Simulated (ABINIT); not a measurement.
SrCl2:

```
CELL_PARAMETERS angstrom
0.00000 3.48835 3.48835
3.48835 0.00000 3.48835
3.48835 3.48835 0.00000
ATOMIC_POSITIONS crystal
Sr 0.00000 0.00000 0.00000
Cl 0.75000 0.75000 0.75000
Cl 0.25000 0.25000 0.25000
```

Program: ABINIT 10.8.3 (patched build). Alike in all runs: task band structure; no spin polarisation; cell as given; k mesh 7 × 7 × 7; smearing fermi-dirac 0.05 eV.

Q: Order these runs on this cell by their band gap on the k mesh, lowest first.
A. level r2SCAN; potentials or basis JTH PAW PBE v2.0; cutoff (eV) 816; fine-grid cutoff 1414.99 eV
B. level PBE; potentials or basis JTH PAW PBE v2.0; cutoff (eV) 680; fine-grid cutoff 1278.94 eV
C. level TB-mBJ; potentials or basis JTH PAW LDA v2.0; cutoff (eV) 816; fine-grid cutoff 1414.99 eV
D. level LDA; potentials or basis JTH PAW LDA v2.0; cutoff (eV) 680; fine-grid cutoff 1278.94 eV

A: D (4.91 eV), B (5.37 eV), A (6.01 eV), C (7.56 eV).

Caveats: the constant c of TB-mBJ comes from the pseudo density here, which moves gaps by up to 0.3 eV between sets of potentials (some runs).

A k mesh can miss the band edges.
